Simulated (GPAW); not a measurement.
Here is a GPAW 26.7.0 calculation.

File run.py:

```python
from ase.eos import EquationOfState
from ase.io import Trajectory
from ase.spacegroup import crystal
from ase.units import GPa
from gpaw import GPAW, PW

# W 2c
# S 4f
atoms = crystal(['W', 'S'],
                basis=[[0.6666666667, 0.3333333333, 0.75],
                       [0.6666666667, 0.3333333333, 0.375]],
                spacegroup=194, setting=1,  # P6_3/mmc
                cellpar=[3.18, 3.18, 12.5, 90.0, 90.0, 120.0],
                primitive_cell=True)

traj = Trajectory('eos.traj', 'w')
volumes, energies = [], []
for x in [0.94, 0.96, 0.98, 1.0, 1.02, 1.04, 1.06]:
    a = atoms.copy()
    a.set_cell(atoms.cell * x**(1 / 3), scale_atoms=True)
    calc = GPAW(mode=PW(600),
                xc='PBE',
                kpts={'size': (6, 6, 2), 'gamma': True},
                occupations={'name': 'fermi-dirac', 'width': 0.05},
                setups={'W': '6'},
                nbands=-20,
                convergence={'density': 1e-05, 'energy': 1e-05},
                maxiter=150,
                txt=f'eos-{x:.2f}.txt')
    a.calc = calc
    energies.append(a.get_potential_energy(force_consistent=True))
    volumes.append(a.get_volume())
    p = -a.get_stress()[:3].mean() / GPa
    calc.write(f'eos-{x:.2f}.gpw')
    traj.write(a)
    print(f'{x:.2f} {volumes[-1]:10.4f} A^3 {energies[-1]:14.6f} eV {p:9.3f} GPa', flush=True)

v0, e0, B = EquationOfState(volumes, energies, eos='birchmurnaghan').fit()
print(f'V0 = {v0:.4f} A^3, E0 = {e0:.6f} eV, B0 = {B / GPa:.2f} GPa')
```

Potentials or basis: GPAW PAW data sets (gpaw-data 1.2.1), other valence, pw.

Command:

```bash
$ OMP_NUM_THREADS=1 python run.py
```

(1) Predict the equilibrium volume.

(2) Predict the bulk modulus at fixed shape and positions.

(3) Estimate the pressure derivative of the bulk modulus.

Answers

(1) 18.91 Å³/atom.

(2) 154 GPa.

(3) 4.5.

Caveat: the k mesh is coarse (spacing up to 0.38 Å⁻¹), so the values aren't converged; the cell was scaled at fixed shape and fractional positions, which overstates the stiffness of a crystal with free parameters, most of all of layers and chains; this functional lacks dispersion, which binds the layers, so the pressure and a relaxed spacing across them are unreliable.
